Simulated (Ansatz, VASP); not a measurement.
**PbF2 (Fluorocronite): VASP beside Ansatz**

Contents of INCAR:

```
PREC = Accurate
ENCUT = 520
EDIFF = 1E-7
ISMEAR = -1
SIGMA = 0.05
LREAL = F
LASPH = T
NELM = 60
ALGO = Normal
ISIF = 2
LWAVE = F
LCHARG = F
GGA = PE
NBANDS = 21
```

Contents of KPOINTS:

```
Automatic mesh
0
Gamma
  8 8 8
```

Contents of POSCAR:

```
PbF2
1.0
    0.0000000000      2.9832874594      2.9832874594
    2.9832874594      0.0000000000      2.9832874594
    2.9832874594      2.9832874594      0.0000000000
Pb F
1 2
Direct
    0.0000000000      0.0000000000      0.0000000000
    0.7500000000      0.7500000000      0.7500000000
    0.2500000000      0.2500000000      0.2500000000
```

File input.yaml:

```yaml
crystal:
  lattice:
    - [0.0, 2.9832874594, 2.9832874594]
    - [2.9832874594, 0.0, 2.9832874594]
    - [2.9832874594, 2.9832874594, 0.0]
  atoms:
    - { symbol: Pb, position: [0.0, 0.0, 0.0] }
    - { symbol: F, position: [0.75, 0.75, 0.75] }
    - { symbol: F, position: [0.25, 0.25, 0.25] }
kpoints:
  mp_grid: { grid: [8, 8, 8] }
scf:
  occupations: { method: fermi_dirac, width: 0.05 }
hamiltonian:
  xc: pbe
  pseudopotentials: { kind: all_electron, lapw: { basis_error: 0.001 } }
output:
  forces: true
  stress: true
  eigenvalues: true
```

Change from the starting cell: volume scaled by 1.02.

Alike in both runs: task single point; functional PBE; k mesh 8 × 8 × 8; occupations fermi-dirac, width 0.05 eV; no spin polarisation.

```csv
,VASP,Ansatz
version,VASP 6.6.1,Ansatz 0.2.0
potentials or method,"VASP PAW PBE potentials, release 64 (Pb_d, F)","all-electron LAPW, scalar-relativistic"
plane-wave cutoff (eV),520,see its input
```

Ansatz gave:

- gap on the k mesh at the Fermi level (eV): 4.42
- least direct gap on the mesh (eV): 4.56
- pressure (GPa): 1.2

Q: What did VASP give for the same quantities?

A: gap on the k mesh at the Fermi level (eV): 4.42; least direct gap on the mesh (eV): 4.56; pressure (GPa): 1.0.

Ansatz ran all-electron here, so the differences hold the error of VASP's frozen core and of both bases.

Caveats: spin-orbit coupling is left out, which as a rule narrows the gap of such compounds by several tenths of an eV. A k mesh can miss the band edges.
